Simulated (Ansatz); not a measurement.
**Al2O3: which input changes reach the field gradients?**

Cell: a Materials Project structure (computed, not necessarily an observed phase), atoms as given.

Space group R-3c:H (No. 167); a = 4.8050, c = 13.1163 Å, γ = 120.00°.

| site | Wyckoff | site symmetry | x | y | z |
| --- | --- | --- | --- | --- | --- |
| Al | 12c | 3. | 0.0000 | 0.0000 | 0.1479 |
| O | 18e | .2 | 0.0272 | 0.6667 | 0.9167 |

One atom of each set is listed; the run and its k-mesh use a cell of 10 atoms with edges of 5.18, 5.18, 5.18 Å.

Reference run. The numbers come from a DFT calculation in Ansatz (PBE, plane waves and PAW, scalar-relativistic, 420 eV cutoff, Γ-centred 8×8×8 k-points, Fermi–Dirac smearing 0.02 eV).

It gives V_zz (10²¹ V/m²) O -4.00 (η 0.52), Al 0.54 (η 0.00). Each of these runs changes the input as listed (caps on SCF iterations aside):

A. kpoints.mp_grid: mp_grid → mp_grids
B. hamiltonian.xc: pbe → pbesol; scf.convergence.dr2_threshold: not typed → 1e-08
C. scf.occupations.width: 0.02 → not typed; scf.occupations.method: fermi_dirac → tetrahedron; basis.ecutwfc: not typed → 250 eV

Q: Which of these changes matter for the gradients?

A: 

```csv
run,O V_zz (η),Al V_zz (η),"largest change of a gradient tensor, all atoms",note
A,–,–,–,refused: unknown field `mp_grids`
B,-3.89 (0.52),0.54 (0.00),0.11,converged; another functional
C,-3.39 (0.51),0.58 (0.00),0.61,converged; cutoff below the recommended one
```

Run C moves them most, on O (V_zz from -4.00 to -3.39). Run A holds a misspelt key.

Run B changes hamiltonian.xc, scf.convergence.dr2_threshold together, so the table can't tell their shares apart.

In run C the shift comes from basis.ecutwfc: the other keys steer the path to self-consistency or leave the density as it is (the gap is far wider than the smearing).
